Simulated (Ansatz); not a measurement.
Electric field gradients in ZrO₂

The cell is a measured structure from the Crystallography Open Database (COD) whose atoms were relaxed with PBE, the cell held.

```
CELL_PARAMETERS angstrom
3.59610 0.00000 0.00000
0.00000 3.59610 0.00000
0.00000 0.00000 5.17700
ATOMIC_POSITIONS crystal
Zr 0.00000 0.00000 0.00000
Zr 0.50000 0.50000 0.50000
O 0.00000 0.50000 0.20119
O 0.00000 0.50000 0.70119
O 0.50000 0.00000 0.29881
O 0.50000 0.00000 0.79881
```

Atom numbers follow the list; atoms alike are taken as one site, whose name carries the number of the first.

The numbers come from a DFT calculation in Ansatz (PBE, plane waves and PAW, with spin–orbit coupling, 420 eV cutoff, Γ-centred 8×8×6 k-points, Fermi–Dirac smearing 0.02 eV).

C_Q = eQV_zz/h, which is 24.18 MHz for Q = 1 b and V_zz = 10²¹ V/m²; η = (V_xx − V_yy)/V_zz.

⁹¹Zr: I = 5/2, Q = -176.0 mb; O-17: I = 5/2, Q = -25.58 mb. Quadrupole moments are those of Pyykkö's year-2017 table.

(1) Which values are expected at the nuclei?

Results:

(1) 

| site | atoms (order as listed) | first shell | V_xx, V_yy, V_zz (10²¹ V/m²) | η | C_Q (MHz) |
| --- | --- | --- | --- | --- | --- |
| Zr | 1, 2 | 8 O at 2.08–2.37 Å | -2.62, -2.62, 5.24 | 0.00 | -22.3 |
| O | 3, 4, 5, 6 | 4 Zr at 2.08–2.37 Å | -0.45, -0.48, 0.92 | 0.03 | -0.571 |

An axis of threefold or higher order runs through Zr, so V_zz lies along it and η is zero.

At this cell the PBE pressure is 6 GPa, so with PBE the cell would grow if it were relaxed.
